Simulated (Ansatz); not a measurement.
A relaxed cell of Al2O3 is given with its symmetry left out. The cell was found from a structure generator's guess, not taken from experiment.

All numbers below come from DFT PBE, scalar-relativistic, plane waves, PAW (Ansatz 0.2.0). Cutoff 420 eV, Γ-centred mesh, Gaussian smearing, no spin polarisation.

```
Al O
1.0
    -1.39957    1.86831    4.40195
     1.39957   -1.86831    4.40195
     1.39957    1.86831   -4.40195
Al O
2 3
Direct
  0.65547 0.65547 0.00000
  0.34453 0.34453 0.00000
  0.50000 0.00000 0.50000
  0.19638 0.69638 0.50000
  0.80362 0.30362 0.50000
```

Formation energies are uncorrected and refer to the elements' standard structures at the same level (O₂ as a molecule).

(1) Find its symmetry and describe it.

(2) What is its formation energy per atom?

(3) Is it a metal?

(4) From what recipe could a structure generator have reached it?

## Answers

(1) Immm (No. 71). Conventional cell: a = 2.799 Å, b = 3.737 Å, c = 8.804 Å. Around Al lie 6 O at 1.90–1.96 Å; O on a site of symmetry mmm is surrounded by 4 Al at 1.96 Å; O on a site of symmetry mm2 is surrounded by 4 Al at 1.90–1.91 Å.

(2) −2.909 eV/atom. Whether it is stable depends on the other phases of the system, which aren't compared here.

(3) No, the gap on the 10×10×10 mesh is 5.20 eV.

(4) One such recipe: 4-, 6-connected net, the two elements on its two kinds of vertex (Immm, No. 71). Other recipes can lead to the same cell.

The last run used a 10×10×10 mesh for its 5-atom cell and Gaussian smearing of 0.02 eV. Kohn–Sham gaps at this level usually fall short of measured ones. Symmetry constrained the relaxation, so the result can be a saddle point.
